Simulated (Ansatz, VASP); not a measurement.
One calculation of ZnS (Wurtzite-2H), two programs

INCAR

```
PREC     = Accurate       # precision mode
ENCUT    = 520            # plane-wave cutoff, eV
EDIFF    = 1E-6           # SCF threshold, eV
ISMEAR   = 0              # smearing method
SIGMA    = 0.01           # smearing width, eV
LREAL    = F              # projectors in reciprocal space
LASPH    = T              # aspherical terms in the spheres
NELM     = 100            # most SCF steps
ALGO     = Normal         # electronic algorithm
ISIF     = 2              # what is computed and relaxed
LWAVE    = F              # write WAVECAR
LCHARG   = F              # write CHGCAR
GGA      = PS             # functional
NBANDS   = 26             # bands
```

KPOINTS

```
regular mesh
0
Gamma
  6 6 4
```

POSCAR

```
ZnS
1.0
    3.8110000000      0.0000000000      0.0000000000
   -1.9055000000      3.3004228100      0.0000000000
    0.0000000000      0.0000000000      6.2340000000
Zn S
2 2
Direct
    0.3333333333      0.6666666667      0.0000000000
    0.6666666667      0.3333333333      0.5000000000
    0.3333333333      0.6666666667      0.3850000000
    0.6666666667      0.3333333333      0.8850000000
```

Input for Ansatz:

```yaml
crystal:
  lattice:
    - [3.811, 0.0, 0.0]
    - [-1.9055, 3.30042281, 0.0]
    - [0.0, 0.0, 6.234]
  atoms:
    - { symbol: Zn, position: [0.3333333333333333, 0.6666666666666666, 0.0] }
    - { symbol: Zn, position: [0.6666666666666666, 0.3333333333333333, 0.5] }
    - { symbol: S, position: [0.3333333333333333, 0.6666666666666666, 0.385] }
    - { symbol: S, position: [0.6666666666666666, 0.3333333333333333, 0.885] }
kpoints:
  mp_grid:
    grid: [6, 6, 4]
hamiltonian:
  xc: pbesol
  pseudopotentials:
    kind: paw
scf:
  occupations:
    method: fixed
output:
  forces: true
  stress: true
  eigenvalues: true
```

Alike in both runs: task single point; functional PBEsol; k mesh 6 × 6 × 4; no spin polarisation.

|  | VASP | Ansatz |
| --- | --- | --- |
| version | VASP 6.6.1 | Ansatz 0.2.0 |
| potentials or method | VASP PAW PBE potentials, release 64 (Zn, S) | plane waves, PAW |
| plane-wave cutoff (eV) | 520 | 420 |
| occupations | gaussian, width 0.01 eV | fixed |
| valence electrons in the cell | 36 | 36 |

```tsv
	VASP	Ansatz	Ansatz less VASP
gap on the k mesh at the Fermi level (eV)	2.12	2.11	-0.006
pressure (GPa)	-1.1	-1.3	-0.18
largest component of the traceless stress (GPa)	1.26	1.24	-0.016
rms of the force components (eV/Å)	0.179	0.178	-0.0013
```

Atom by atom the forces differ by 0.001 eV/Å (rms over components).

Caveats: the PAW data sets were made with another functional, which shifts forces and pressure a little (VASP). PBEsol gaps usually lie below the measured ones, often by a third to a half.
